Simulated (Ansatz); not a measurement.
InCuS₂ (chalcopyrite)

Space group I-42d (No. 122); a = 5.522 Å, b = 5.522 Å, c = 11.130 Å, α = 90.00°, β = 90.00°, γ = 90.00°

| atom | site | symmetry | x | y | z |
|---|---|---|---|---|---|
| Cu | 4a | -4.. | 0.0000 | 0.0000 | 0.0000 |
| In | 4b | -4.. | 0.0000 | 0.0000 | 0.5000 |
| S | 8d | .2. | 0.2500 | 0.2783 | 0.3750 |
(The calculation used a cell of 8 atoms; values per cell refer to that cell.)

E(V) scan at fixed shape, V₀ the volume above. The atoms relax within the cell's symmetry.

Level of theory: r2SCAN (plane waves to 500 eV, PAW, scalar-relativistic; Ansatz, a first-principles code). k mesh 9×9×9 (Γ-centred), Fermi-Dirac smearing 0.05 eV. E stands for the smeared free energy. Compression counts positive. InCuS2 is run without spin polarisation. InCuS2 was relaxed with its symmetry unable to fall. The zero of ΔE is the relaxed starting cell.

```json
[
 {"V (Å³/cell)": "159.51", "P (GPa)": "5.29", "ΔE (kJ/mol of atoms)": "(withheld)"},
 {"V (Å³/cell)": "161.21", "P (GPa)": "4.27", "ΔE (kJ/mol of atoms)": "1.30"},
 {"V (Å³/cell)": "162.91", "P (GPa)": "3.32", "ΔE (kJ/mol of atoms)": "0.81"},
 {"V (Å³/cell)": "164.60", "P (GPa)": "2.41", "ΔE (kJ/mol of atoms)": "(withheld)"},
 {"V (Å³/cell)": "166.30", "P (GPa)": "1.56", "ΔE (kJ/mol of atoms)": "(withheld)"},
 {"V (Å³/cell)": "168.00", "P (GPa)": "0.77", "ΔE (kJ/mol of atoms)": "0.05"},
 {"V (Å³/cell)": "169.69", "P (GPa)": "0.00", "ΔE (kJ/mol of atoms)": "0.00"},
 {"V (Å³/cell)": "171.39", "P (GPa)": "-0.72", "ΔE (kJ/mol of atoms)": "0.05"},
 {"V (Å³/cell)": "173.09", "P (GPa)": "-1.39", "ΔE (kJ/mol of atoms)": "(withheld)"},
 {"V (Å³/cell)": "174.78", "P (GPa)": "-2.02", "ΔE (kJ/mol of atoms)": "0.40"},
 {"V (Å³/cell)": "176.48", "P (GPa)": "-2.62", "ΔE (kJ/mol of atoms)": "0.70"},
 {"V (Å³/cell)": "178.18", "P (GPa)": "-3.19", "ΔE (kJ/mol of atoms)": "1.07"},
 {"V (Å³/cell)": "179.88", "P (GPa)": "-3.72", "ΔE (kJ/mol of atoms)": "(withheld)"}
]
```

### Question
Some entries are withheld; supply them.

### Answer

- 159.51, ΔE (kJ/mol of atoms): 1.91
- 164.60, ΔE (kJ/mol of atoms): 0.45
- 166.30, ΔE (kJ/mol of atoms): 0.20
- 173.09, ΔE (kJ/mol of atoms): 0.18
- 179.88, ΔE (kJ/mol of atoms): 1.51

(Under strain, the slope of the energy per volume gives the stress and its curvature an elastic modulus.)
